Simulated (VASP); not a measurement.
Input of a VASP 6.6.1 run:

File INCAR:

```
  ALGO = Normal
  EDIFF = 1E-6
  EDIFFG = -0.01
  ENCUT = 600
  GGA = PS
  IBRION = 2
  ISIF = 3
  ISMEAR = 0
  LASPH = True
  LCHARG = False
  LREAL = False
  LWAVE = False
  NELM = 80
  NSW = 90
  PREC = Accurate
  SIGMA = 0.03
```

Contents of KPOINTS:

```
k-points
0
Gamma
  8 8 8
```

The input POSCAR:

```
NaCl
1.0
    0.0000000000      2.8100000000      2.8100000000
    2.8100000000      0.0000000000      2.8100000000
    2.8100000000      2.8100000000      0.0000000000
Na Cl
1 1
Direct
    0.0000000000      0.0000000000      0.0000000000
    0.5000000000      0.5000000000      0.5000000000
```

Potentials or basis: VASP PAW PBE potentials, release 64 (Na_pv, Cl).

Launch:

```bash
$ cat potpaw_PBE.64/Na_pv/POTCAR potpaw_PBE.64/Cl/POTCAR > POTCAR
$ mpirun -np 1 vasp_std > vasp.out
```

(1) Estimate the space group after relaxing (to 0.05 Å).

(2) Predict the relaxed cell.

(3) Estimate the band gap on the k mesh.

Answers

(1) Fm-3m (No. 225).

(2) a = 3.967 Å, b = 3.967 Å, c = 3.967 Å, α = 60.00°, β = 60.00°, γ = 60.00°.

(3) 4.99 eV, direct.
